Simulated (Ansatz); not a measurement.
# LiCl (Fm-3m) in Ansatz: notebook, part 2 of 2

Ansatz 0.2.0. The steps go on from the part before.

### 4 Phonons, LDA

input.yaml reads:

```yaml
crystal:
  lattice:
    - [0.0, 2.56477, 2.56477]
    - [2.56477, 0.0, 2.56477]
    - [2.56477, 2.56477, 0.0]
  atoms:
    - { symbol: Cl, position: [0.5, 0.5, 0.5] }
    - { symbol: Li, position: [0.0, 0.0, 0.0] }
kpoints:
  mp_grid: { grid: [7, 7, 7] }
scf:
  occupations: { method: fermi_dirac, width: 0.05 }
hamiltonian:
  xc: lda
  pseudopotentials: { kind: all_electron, lapw: { basis_error: 0.001 } }
output: {}
phonons:
  method: fd
  supercell: [1, 1, 1]
```

Potentials or basis: all-electron LAPW, scalar-relativistic.

Run with:

```sh
$ ansatz run input.yaml --threads 1 --pin off --max-ram 3072MiB --backend cpu --events-out ev --progress --plain --runs-dir out
```

Log:

```text
Warning: RAYON_NUM_THREADS=1 ignored (pool sized by the plan → 1); use --threads N
LAPW: plane waves up to 6.716 Å⁻¹, error target 1.0e-3 eV per atom; small_component_spin mean_spin; Li in spheres of 1.095 Å, 3 of its electrons in bands, Dirac shells []; Cl in spheres of 1.392 Å, 15 of its electrons in bands, Dirac shells [] (how accurate: hamiltonian.pseudopotentials.lapw.basis_error, Limitations)
Engine: ansatz 0.2.0, aarch64-unknown-linux-gnu
Pseudopotentials: kind: all_electron
Pseudopotential: Cl, LAPW, valence charge 15, lapw/all_electron/scalar/gaussian/Cl, Koelling and Harmon's equation, gaussian nucleus
Pseudopotential: Li, LAPW, valence charge 3, lapw/all_electron/scalar/gaussian/Li, Koelling and Harmon's equation, gaussian nucleus
Functional definition: SPW92
  exchange = slater_x
  correlation = pw_c
Crystal: 2 atoms, lattice volume = 33.742 Å³
Basis set: ecut = 171.82611690907416 eV, 169 PW (Γ), exchange–correlation at level 2
Bands: 13, of which v1, the nominal top of the filled ones, is band 9 counted from 1 (8 counted from 0)
Symmetry: 48 space group operations
k-points: 20 of 343
Non-local potential: Cl, projectors of the file, none
Non-local potential: Li, projectors of the file, none
Initial density: superposition of atomic densities (chi_scale 0.1, normalization cell, long waves kept (reshape's long-wave potential 0.00 eV rms))
Initial wavefunctions: plane waves of lowest kinetic energy (no species holds an atomic orbital)
Functional: x = slater, c = lda
iter 1 solved again at ethr=7.82e-4 eV; its pass at ethr=1.00e-1 eV (dr2=1.41e-1 eV) is discarded
SCF iter   1: F=—  HF=-12728.135563 eV  |F-HF|=—  |Δ(HF+E_count)|=         —  Δρ=1.67e-2  dr2=1.40e-1  ethr=7.82e-4  ⟨swp⟩=2.2  Hψ=1755  notcnv=0
preconditioner: auto → none  [insulator: Δε(μ)=6.327 eV  Ē_g=14.151 eV  σ=0.050 eV  W_gap=1.00  n_scr=14 (ndim 8)  ℏωp=18.1 eV  f_vac=0.000  D(μ)=0.00/eV (n_scr^D=0)  ε∞_Penn≈2.6]
iter 2 solved again at ethr=4.41e-5 eV; its pass at ethr=7.79e-4 eV (dr2=7.93e-3 eV) is discarded
SCF iter   2: F=—  HF=-12728.067476 eV  |F-HF|=—  |Δ(HF+E_count)|=   6.81e-2  Δρ=4.29e-3  dr2=7.93e-3  ethr=4.41e-5  ⟨swp⟩=2.0  Hψ=1314  notcnv=0
SCF iter   3: F=—  HF=-12728.066424 eV  |F-HF|=—  |Δ(HF+E_count)|=   1.05e-3  Δρ=2.22e-3  dr2=2.27e-3  ethr=4.41e-5  ⟨swp⟩=2.0  Hψ=700  notcnv=0
SCF iter   4: F=—  HF=-12728.066566 eV  |F-HF|=—  |Δ(HF+E_count)|=   1.42e-4  Δρ=1.17e-4  dr2=4.77e-6  ethr=1.26e-5  ⟨swp⟩=2.0  Hψ=703  notcnv=0
[... 17 lines left out ...]
iter 2 solved again at ethr=1.78e-8 eV; its pass at ethr=2.57e-7 eV (dr2=3.20e-6 eV) is discarded
SCF iter   2: F=—  HF=-12728.066541 eV  |F-HF|=—  |Δ(HF+E_count)|=   1.44e-5  Δρ=9.57e-5  dr2=3.19e-6  ethr=1.78e-8  ⟨swp⟩=2.0  Hψ=2442  notcnv=0
SCF iter   3: F=—  HF=-12728.066541 eV  |F-HF|=—  |Δ(HF+E_count)|=   4.65e-7  Δρ=3.36e-5  dr2=3.49e-7  ethr=1.77e-8  ⟨swp⟩=2.0  Hψ=1400  notcnv=0
SCF iter   4: F=—  HF=-12728.066541 eV  |F-HF|=—  |Δ(HF+E_count)|=   1.63e-7  Δρ=2.79e-6  dr2=1.27e-9  ethr=1.94e-9  ⟨swp⟩=2.0  Hψ=1400  notcnv=0
SCF iter   5: F=-12728.066541 eV  HF=-12728.066541 eV  |F-HF|=1.09e-10  |Δ(HF+E_count)|=   2.23e-9  Δρ=2.20e-7  dr2=2.23e-11  ethr=7.03e-12  ⟨swp⟩=2.9  Hψ=1462  notcnv=0
SCF 3 converged in 5 iterations: F = -12728.066541 eV  dr2 = 2.23e-11
SCF converged after 6 iterations
Free energy (F): -12728.066569 eV
Harris-Foulkes:  -12728.066569 eV  (|F-HF|=2.96e-10)
Internal energy: -12728.066569 eV  (E = F + TS)
E sigma→0 (E₀):  -12728.066569 eV
Fermi energy:    4.914623 eV
--- Per-component energies (eV) ---
  E_band       = -1666.220490
  E_kinetic    = 12778.153823
  E_xc         = -779.439141
  E_electrostatic = -24726.781251  (all electrons and nuclei)
  E_smearing   = -0.000000  (= −TS)
  E_closure    = 0.000000  (closes the sum)
  E_atoms      = -12720.018180  (free atoms, spherical and without spin; not in F)
  Σ components = -12728.066569   (vs F -12728.066569, Δ=0.00e0)
  Basis errors (estimates in eV, not in F): energy 3.7e-4 per atom: plane waves 3.6e-4 (2.1e-4 summed), levels above the bands 1.8e-76, relativity 9.6e-10, radial functions 1.0e-5, core shells 1.6e-15; eigenvalues (radial functions only) 8.5e-6; not estimated: angular momenta, meshes, grids; target (lapw.basis_error) 1.0e-3; muffin-tin radii Li 1.095 Å, Cl 1.392 Å
--- Forces (eV/Å), atoms counted from 1 ---
  atom   1  Cl     0.00000000    -0.00000000    -0.00000000
  atom   2  Li    -0.00000000     0.00000000    -0.00000000
  max |Σ_I F_I| component: 2.62e-30 eV/Å
--- Band table (eV; the first three rows and the last of 20) ---
  k-point 0: bands = ["-240.8870", "-180.7664", "-180.7664", "-180.7664", "-40.6174", "-11.4971", "1.8491", "1.8491", "1.8491", "7.8358", "13.4254", "13.4254", "13.4254"]
  k-point 1: bands = ["-240.8870", "-180.7664", "-180.7664", "-180.7664", "-40.6167", "-11.3973", "1.1579", "1.7956", "1.7956", "8.4065", "12.5322", "13.1956", "13.1956"]
  k-point 2: bands = ["-240.8870", "-180.7664", "-180.7664", "-180.7664", "-40.6153", "-11.1572", "-0.0848", "1.6837", "1.6837", "8.6739", "11.8746", "11.8746", "12.7671"]
  k-point 19: bands = ["-240.8870", "-180.7664", "-180.7664", "-180.7664", "-40.6131", "-10.6869", "-0.4762", "-0.2117", "0.8947", "10.3545", "11.6875", "12.3353", "12.3620"]
--- Phonons: 2 displaced members + reference (amplitude 0.01 Å, Σ member SCF iterations 9) ---
  symmetry images taken by strict's conditions (phonons.symmetry_images: auto; settled by no image being taken that strict refuses)
  ASR residual: 6.316e-4 → 0.000e0 eV/Å²; symmetrization residual: 6.295e-4 eV/Å²
  largest component of a force at the reference: 2.6e-30 eV/Å
  ASR residual per site (eV/Å²): 6.32e-4 4.29e-4
  Γ frequencies (cm⁻¹): 0.00 0.00 0.00 159.73 159.73 159.73
  density of states and harmonic sums: on the 21×21×21 q-mesh, interpolated from the force constants of a 1×1×1 supercell (no non-analytic term)
  largest difference from the sums on the solved wave vectors: F 6.68e-1 eV, S 9.26e-4 and C_V 2.58e-4 eV/K
  zero-point energy: 0.038348 eV/cell   skipped modes (ω ≤ 0): 3   left out of the sums: 5.40e-5 of the cell's modes: C_V's classical limit lies that fraction below 3 k_B per atom; for a crystal, a wire or a layer, F and S can be off by more, and a phonons.interpolated_qmesh denser along its periods is the remedy for the sampling
```

phdos.tsv:

```text
# omega_inv_cm	omega_thz	g_bin_mean(omega)[modes/inv_cm]
# format = ansatz-phdos/2
# interpolated_qmesh = 21 21 21
# force_constants_supercell = 1 1 1
# lo_to_splitting: not included (the non-analytic LO-TO correction is not applied to the interpolated dynamical matrix; polar crystals: no LO-TO splitting at GAMMA, and LO and other optical branches, acoustic branches and sound speeds, and with them the density of states and the thermodynamics, can be off between the wave vectors that the force constants were sampled on, most near GAMMA; a larger extent of the force constants narrows that region and is not shown to mend the acoustic slopes)
# g_bin_mean(omega): the modes in a bin one row spacing wide, centred on omega, divided by that spacing. A flat band (one whose frequency is the same at every q-point) is counted whole in the row whose bin holds it (on the edge of two bins, in the lower row). The modes of the run's own cell are the sum of g_bin_mean times the row spacing in inv_cm (a plain sum, not the trapezoid rule); for a one-atom cell on a GAMMA-only q-mesh every row is zero, so that sum is 0, not 3
0.000000	0.000000	2.091466e-8
0.319455	0.009577	5.437812e-7
0.638909	0.019154	2.049637e-6
0.958364	0.028731	4.559396e-6
1.277818	0.038308	8.073060e-6
1.597273	0.047885	1.259063e-5
[... 493 lines left out ...]
159.407814	4.778926	1.074590e-2
159.727268	4.788503	8.605473e-4
```

phthermo.tsv:

```text
# format = ansatz-phthermo/1
# interpolated_qmesh = 21 21 21
# force_constants_supercell = 1 1 1
# non_analytic_term = not included (the non-analytic LO-TO correction is not applied to the interpolated dynamical matrix; polar crystals: no LO-TO splitting at GAMMA, and LO and other optical branches, acoustic branches and sound speeds, and with them the density of states and the thermodynamics, can be off between the wave vectors that the force constants were sampled on, most near GAMMA; a larger extent of the force constants narrows that region and is not shown to mend the acoustic slopes)
# zero_point_energy_ev = 3.8347931225e-2
# n_skipped_modes = 3
# share_of_modes_left_out = 5.3989849908e-5
# rigid_motions_known_by = geometry
# t_k	f_vib_ev	s_ev_per_k	c_v_ev_per_k
0.0000	3.8347931225e-2	0.0000000000e0	0.0000000000e0
10.0000	3.8342609782e-2	2.4443051721e-6	9.0589220079e-6
20.0000	3.8222089952e-2	2.6728884136e-5	7.6643640234e-5
30.0000	3.7735671394e-2	7.2612610756e-5	1.5284027694e-4
40.0000	3.6746794814e-2	1.2574457941e-4	2.1805333762e-4
50.0000	3.5215468521e-2	1.8054981457e-4	2.7355587809e-4
[... 93 lines left out ...]
990.0000	-1.0315735563e0	1.5601656488e-3	5.1585360990e-4
1000.0000	-1.0472011791e0	1.5653502668e-3	5.1587661656e-4
```

It took 8.8 s on 1 thread of Arm Neoverse V1, shared host; peak memory 0.23 GiB.

Results:

- Free energy: -12728.0666 eV
- Band gap on the k mesh: 5.99 eV, direct
- Highest phonon frequency at Γ, LO-TO splitting left out: 160 cm⁻¹

Levels at points of the mesh, in eV from the valence-band top:
| k point | band 7 | band 8 | band 9 | band 10 | band 11 | band 12 |
| --- | --- | --- | --- | --- | --- | --- |
| (0.00, 0.00, 0.00) | 0.00 | 0.00 | 0.00 | 5.99 | 11.58 | 11.58 |

Phonon frequencies in cm⁻¹ (negative: imaginary):
| q point | frequencies |
| --- | --- |
| (0.000, 0.000, 0.000) | 0 0 0 160 160 160 |

Caveat: an odd mesh through Γ misses points on the zone boundary, where band edges often lie. LDA gaps usually lie below the measured ones, often by a third to a half.

### 5 Summary

| task | level | potentials or basis | k mesh | cutoff (eV) | smearing | basis error allowed | gap on the mesh (eV) |
| --- | --- | --- | --- | --- | --- | --- | --- |
| band structure | PBEsol | all-electron LAPW, scalar-relativistic | 9 × 9 × 9 | 160 | fermi-dirac 0.05 eV | 0.001 eV/atom | 6.12 |
| Born charges and dielectric tensor | PBE | all-electron PAW datasets made for the crystal | 9 × 9 × 9 | 220 | fixed | - | 6.33 |
| phonons | LDA | all-electron LAPW, scalar-relativistic | 7 × 7 × 7 | 172 | fermi-dirac 0.05 eV | 0.001 eV/atom | 5.99 |

Alike in all rows: no spin polarisation; cell as given.

Caveats: an odd mesh through Γ misses points on the zone boundary, where band edges often lie (some runs); the program warned that the printed levels may be off, so bands, gaps and densities of states are rough (some runs).

Compare energies only between runs with the same functional and basis.

### 6 How close it comes

Step 3. Against the measured high-frequency dielectric constant of LiCl, 2.75 (a printed reference work, monograph), the calculated 2.96 is off by +7.7 %.
